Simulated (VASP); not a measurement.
# LiCl (Fm-3m) in VASP: notebook

The runs below take LiCl through single point, relaxation of cell and atoms, with PBEsol.

Program: VASP 6.6.1. These are calculated values, not measurements. Logs are shortened: lines on timing, memory, paths and dates and some standing lists are left out, and cuts for length are marked.

### Step 1. Starting point

It takes space group Fm-3m (No. 225, cubic). Conventional cell: a = 5.064 Å, b = 5.064 Å, c = 5.064 Å, α = 90.00°, β = 90.00°, γ = 90.00°. Around Li (site symmetry m-3m) lie 6 Cl at 2.53 Å. Cl (site symmetry m-3m) has 6 Li at 2.53 Å as nearest neighbours.

### Step 2. Single point, PBEsol

Contents of INCAR:

```
PREC     = Accurate       # precision mode
ENCUT    = 520            # plane-wave cutoff, eV
EDIFF    = 1E-7           # SCF threshold, eV
ISMEAR   = 0              # smearing method
SIGMA    = 0.02           # smearing width, eV
LREAL    = F              # projectors in reciprocal space
LASPH    = T              # aspherical terms in the spheres
NELM     = 80             # most SCF steps
ALGO     = Fast           # electronic algorithm
ISIF     = 2              # what is computed and relaxed
LWAVE    = F              # write WAVECAR
LCHARG   = F              # write CHGCAR
GGA      = PS             # functional
NBANDS   = 12             # bands
```

Contents of KPOINTS:

```
regular mesh
0
Gamma
  8 8 8
```

Contents of POSCAR:

```
LiCl
1.0
    0.0000000000      2.5318043285      2.5318043285
    2.5318043285      0.0000000000      2.5318043285
    2.5318043285      2.5318043285      0.0000000000
Li Cl
1 1
Direct
    0.0000000000      0.0000000000      0.0000000000
    0.5000000000      0.5000000000      0.5000000000
```

Potentials or basis: VASP PAW PBE potentials, release 64 (Li_sv, Cl).

Command:

```sh
cat potpaw_PBE.64/Li_sv/POTCAR potpaw_PBE.64/Cl/POTCAR > POTCAR
mpirun -np 1 vasp_std > vasp.out
```

OUTCAR:

```text
PREC = Accurate
   ENCUT = 520
   EDIFF = 1E-7
   ISMEAR = 0
   LREAL = F
   LASPH = T
   NELM = 80
   ISIF = 2
   GGA = PS

 ion  position               nearest neighbor table
   1  0.000  0.000  0.000-   2 2.53   2 2.53   2 2.53   2 2.53   2 2.53   2 2.53
   2  0.500  0.500  0.500-   1 2.53   1 2.53   1 2.53   1 2.53   1 2.53   1 2.53

  LATTYP: Found a face centered cubic cell.
 ALAT       =     5.0636086570

  Lattice vectors:

 A1 = (   0.0000000000,   2.5318043285,   2.5318043285)
 A2 = (   2.5318043285,   0.0000000000,   2.5318043285)
 A3 = (   2.5318043285,   2.5318043285,   0.0000000000)

Analysis of symmetry for initial positions (statically):
=====================================================================
 Subroutine PRICEL returns:
 Original cell was already a primitive cell.

 Routine SETGRP: Setting up the symmetry group for a
 face centered cubic supercell.

 Subroutine GETGRP returns: Found 48 space group operations
 (whereof 48 operations were pure point group operations)
 out of a pool of 48 trial point group operations.

The static configuration has the point symmetry O_h .

Analysis of symmetry for dynamics (positions and initial velocities):
=====================================================================
 Subroutine PRICEL returns:
 Original cell was already a primitive cell.

 Routine SETGRP: Setting up the symmetry group for a
 face centered cubic supercell.

 Subroutine GETGRP returns: Found 48 space group operations
 (whereof 48 operations were pure point group operations)
 out of a pool of 48 trial point group operations.

The dynamic configuration has the point symmetry O_h .

 Subroutine INISYM returns: Found 48 space group operations
 (whereof 48 operations are pure point group operations),
 and found     1 'primitive' translations

----------------------------------------------------------------------------------------

                                     Primitive cell

  volume of cell :      32.4579

  direct lattice vectors                    reciprocal lattice vectors
     0.000000000  2.531804328  2.531804328    -0.197487616  0.197487616  0.197487616
     2.531804328  0.000000000  2.531804328     0.197487616 -0.197487616  0.197487616
     2.531804328  2.531804328  0.000000000     0.197487616  0.197487616 -0.197487616

  length of vectors
     3.580512019  3.580512019  3.580512019     0.342058584  0.342058584  0.342058584

  position of ions in fractional coordinates (direct lattice)
     0.000000000  0.000000000  0.000000000
     0.500000000  0.500000000  0.500000000
[... 84 lines left out ...]
   ISYM   =      2    0-nonsym 1-usesym 2-fastsym
   POTIM  = 0.5000    time-step for ionic-motion
   TEBEG  =    0.0;   TEEND  =   0.0 temperature during run
   PSTRESS=    0.0 pullay stress
   NELECT =      10.0000    total number of electrons
   NUPDOWN=      -1.0000    fix difference up-down
   EMIN   =  10.00;   EMAX   =-10.00  energy-range for DOS
   EFERMI =   0.00;   METHOD = LEGACY
   ISMEAR =     0;   SIGMA  =   0.02  broadening in eV -4-tet -1-fermi 0-gaus
   EFERMI_NEDOS =   21; number of points for ismear=-14 and -15
   IALGO  =     68    algorithm
   IMIX   =      4    mixing-type and parameters
     AMIX     =   0.40;   BMIX     =  1.00
     AMIX_MAG =   1.60;   BMIX_MAG =  1.00
  volume/ion in A,a.u.               =      16.23       109.52
  Fermi-wavevector in a.u.,A,eV,Ry     =   1.105693  2.089457 16.633908  1.222558
  Thomas-Fermi vector in A             =   2.242184
   LORBIT       =      0    0 simple, 1 ext, 2 COOP (PROOUT), +10 PAW based schemes
   GGA     = PS    functional components
   LHFCALC =     F    Hartree Fock is set to
   AEXX    =    0.0000 exact exchange contribution
   IVDW    =     0    specifies the selected vdW correction
   LEPSILON=     F    determine dielectric tensor
   LRPA    =     F    only Hartree local field effects (RPA)
 non-spin polarized calculation
 RMM-DIIS sequential band-by-band and
 Gauss-broadening in eV      SIGMA  =   0.02
  energy-cutoff  :      520.00
  volume of cell :       32.46
 maximum number of plane-waves:       893
   NGX = 13   NGY = 13   NGZ = 13

 number of electron      10.0000000 magnetization

 number of electron       9.9999997 magnetization

 Free energy of the ion-electron system (eV)
  ---------------------------------------------------
  ext. energy  EPLUGINS =         0.00000000
  ---------------------------------------------------
  free energy    TOTEN  =        -7.63915178 eV

  energy without entropy =       -7.63915178  energy(sigma->0) =       -7.63915178

 E-fermi :   0.9594     XC(G=0):  -9.0806

 val. band max:        0.8341894719   @ k =   0.0000   0.0000   0.0000
 cond. band min:       7.1950207696   @ k =   0.0000   0.0000   0.0000
 fundamental gap:      6.3608312977
 Fermi energy:         0.9593964439

 k-point     1 :       0.0000    0.0000    0.0000
  band No.  band energies     occupation
      1     -41.9334      2.00000
      2     -12.7006      2.00000
      3       0.8342      2.00000
      4       0.8342      2.00000
      5       0.8342      2.00000
      6       7.1950      0.00000
      7      12.6762      0.00000
      8      12.6762      0.00000
      9      12.6762      0.00000
     10      15.4724      0.00000
     11      15.5243      0.00000
     12      15.5247      0.00000
[... 331 lines left out ...]
 k-point    24 :      -0.3750    0.2500    0.1250
  band No.  band energies     occupation
      1     -41.9290      2.00000
      2     -11.9352      2.00000
      3      -1.9193      2.00000
      4      -0.5959      2.00000
      5       0.2014      2.00000
      6       8.9555      0.00000
      7      10.1075      0.00000
      8      11.3675      0.00000
      9      12.7012      0.00000
     10      16.4366      0.00000
     11      17.1253      0.00000
     12      19.2406      0.00000

 [... further k-points ...]
[... 5 lines left out ...]
  --------------------------------------------------------------------------------------
  -------------------------------------------------------------------------------------
  Total       -0.0098576     -0.0098576     -0.0098576      0.0000000     -0.0000000      0.0000000
  in kB       -0.4865873     -0.4865873     -0.4865873      0.0000000     -0.0000000      0.0000000
  external PRESSURE =      -0.4865873 kB  Pullay stress =       0.0000000 kB

 VOLUME and BASIS-vectors are now :
 -----------------------------------------------------------------------------
  energy-cutoff  :      520.00
  volume of cell :       32.46
      direct lattice vectors                 reciprocal lattice vectors
     0.000000000  2.531804328  2.531804328    -0.197487616  0.197487616  0.197487616
     2.531804328  0.000000000  2.531804328     0.197487616 -0.197487616  0.197487616
     2.531804328  2.531804328  0.000000000     0.197487616  0.197487616 -0.197487616

 POSITION                                       TOTAL-FORCE (eV/Angst)
 -----------------------------------------------------------------------------------
      0.00000      0.00000      0.00000        -0.000000     -0.000000      0.000000
      2.53180      2.53180      2.53180         0.000000      0.000000     -0.000000
 -----------------------------------------------------------------------------------
    total drift:                                0.000000      0.000000      0.000000

  FREE ENERGIE OF THE ION-ELECTRON SYSTEM (eV)
  ---------------------------------------------------
  free  energy   TOTEN  =        -7.6391517847 eV

  energy  without entropy=       -7.6391517847  energy(sigma->0) =       -7.63915178
```

OSZICAR:

```text
N       E                     dE             d eps       ncg     rms          rms(c)
DAV:   1     0.385419390119E+02    0.38542E+02   -0.41526E+03   696   0.770E+02
DAV:   2    -0.545383243074E+01   -0.43996E+02   -0.41756E+02   868   0.144E+02
DAV:   3    -0.762744583146E+01   -0.21736E+01   -0.21662E+01   908   0.329E+01
DAV:   4    -0.769048032729E+01   -0.63034E-01   -0.62995E-01   940   0.553E+00
[... 10 lines left out ...]
RMM:  15    -0.763915224705E+01   -0.18364E-05   -0.26837E-06  1065   0.103E-02    0.244E-02
RMM:  16    -0.763915228760E+01   -0.40556E-07   -0.10753E-06   922   0.644E-03    0.246E-02
RMM:  17    -0.763915210606E+01    0.18154E-06   -0.45077E-07   767   0.405E-03    0.241E-02
RMM:  18    -0.763915186434E+01    0.24172E-06   -0.14448E-07   676   0.250E-03    0.235E-02
RMM:  19    -0.763915178472E+01    0.79619E-07   -0.42602E-08   583   0.174E-03
   1 F= -.76391518E+01 E0= -.76391518E+01  d E =-.631700E-21
```

stdout:

```text
POSCAR found type information on POSCAR LiCl
 POSCAR found :  2 types and       2 ions
 scaLAPACK will be used
 -----------------------------------------------------------------------------
|                                                                             |
|                                                                             |
|     You enforced a specific xc type in the INCAR file but a different       |
|     I HOPE YOU KNOW WHAT YOU ARE DOING!                                     |
|                                                                             |
 -----------------------------------------------------------------------------

 LDA part: xc-table for (Slater+PW92), standard interpolation
 POSCAR, INCAR and KPOINTS ok, starting setup
 FFT: planning ... GRIDC
 FFT: planning ... GRID_SOFT
 FFT: planning ... GRID
 WAVECAR not read
 entering main loop
WARNING in EDDRMM: call to ZHEGV failed, returncode =   8  4      9
```

Wall time 16 s (1 thread of Intel Xeon 6975P-C (Granite Rapids), shared host); peak memory 0.14 GiB.

What came out:

| Quantity | Value |
| --- | --- |
| Free energy | -7.6392 eV |
| Band gap on the k mesh | 6.36 eV, direct |

Levels at points of the mesh, in eV from the valence-band top:
```
           k point  band 1  band 2  band 3  band 4  band 5  band 6  band 7  band 8  band 9  band 10
(0.00, 0.00, 0.00)  -42.77  -13.53    0.00    0.00    0.00    6.36   11.84   11.84   11.84    14.64
(0.50, 0.00, 0.00)  -42.76  -12.90   -3.04   -0.28   -0.28    6.60    9.41    9.41   13.23    16.96
(0.50, 0.50, 0.00)  -42.76  -12.62   -3.14   -1.20   -1.20    7.86    8.03   12.60   14.28    14.28
```

Caveat: the cutoff is under 1.25 times the usual one of these potentials, so pressure, stress and relaxed cells hold a basis-set (Pulay) error; the PAW data sets were made with another functional, which shifts forces and pressure a little.

(Continued in part 2 of 2.)
